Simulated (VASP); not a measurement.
Here is a VASP 6.6.1 calculation.

File INCAR:

```
PREC     = Accurate       # precision mode
ENCUT    = 520            # plane-wave cutoff, eV
EDIFF    = 1E-7           # SCF threshold, eV
ISMEAR   = 0              # smearing method
SIGMA    = 0.01           # smearing width, eV
LREAL    = False          # projectors in reciprocal space
LASPH    = True           # aspherical terms in the spheres
NELM     = 100            # most SCF steps
ALGO     = Fast           # electronic algorithm
ISIF     = 2              # what is computed and relaxed
LWAVE    = False          # write WAVECAR
LCHARG   = False          # write CHGCAR
GGA      = CA             # functional
NBANDS   = 18             # bands
```

KPOINTS

```
Automatic mesh
0
Gamma
  12 12 6
```

POSCAR

```
LiF
1.0
    3.0810126371      0.0000000000      0.0000000000
   -1.5405063186      2.6682352131      0.0000000000
    0.0000000000      0.0000000000      4.7853429675
Li F
2 2
Direct
    0.3333333333      0.6666666667     -0.0074305300
    0.6666666667      0.3333333333      0.4925694700
    0.3333333333      0.6666666667      0.3824305300
    0.6666666667      0.3333333333      0.8824305300
```

Potentials or basis: VASP PAW LDA potentials, release 64 (Li_sv, F).

Run with:

```sh
$ cat potpaw_LDA.64/Li_sv/POTCAR potpaw_LDA.64/F/POTCAR > POTCAR
$ mpirun -np 1 vasp_std > vasp.out
```

Q: Predict the band gap on the k mesh.

A: 7.52 eV, direct.

Q: Estimate the largest force.

A: 0.007 eV/Å.

Forces in eV/Å, atoms in the order of the input:
```
Li   0.000  0.000  0.007
Li   0.000  0.000  0.007
F    0.000  0.000 -0.007
F    0.000  0.000 -0.007
```

 A k mesh can miss the band edges.
